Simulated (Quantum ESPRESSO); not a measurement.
**Ni in Quantum ESPRESSO: the effect of Hubbard term**

Ni:

```
Ni
1.0
    -1.38372    1.38372    1.38372
     1.38372   -1.38372    1.38372
     1.38372    1.38372   -1.38372
Ni
1
Direct
  0.00000 0.00000 0.00000
```

This isn't the form of Ni at room conditions, which is fcc.

Alike in all runs:

```yaml
Program: Quantum ESPRESSO 7.5
Task: single point
Functional: PBEsol
Potentials_or_basis: GBRV 1.5 PBEsol
Cutoff: 612 eV
Density_cutoff: 4898 eV
k_mesh: 13 × 13 × 13
Occupations: fermi-dirac, width 0.05 eV
Spin: collinear spin, ferromagnetic start
Starting_moments: "[1.0] μB"
Hubbard_projectors: atomic
Mixing_beta: 0.3
Most_SCF_iterations: 120
SCF_threshold: 2e-10 Ry
```

```csv
Hubbard term,pressure (GPa)
none,-2.5
Ni d U = 1 eV,-3.4
Ni d U = 2 eV,?
Ni d U = 3 eV,-4.7
Ni d U = 4 eV,-5.1
Ni d U = 5 eV,-5.4
Ni d U = 6 eV,-5.6
Ni d U = 8 eV,-6.1
```

Question: What does the run with Hubbard term Ni d U = 2 eV give?

Answer: Pressure -4.1 GPa.

Worked out: A parabola through the other rows of the pressure, of slope -0.624 GPa per eV there, gives -4.0 GPa, against the run's -4.1.

Caveats: the U is typed as a test and isn't derived for this compound (some runs).
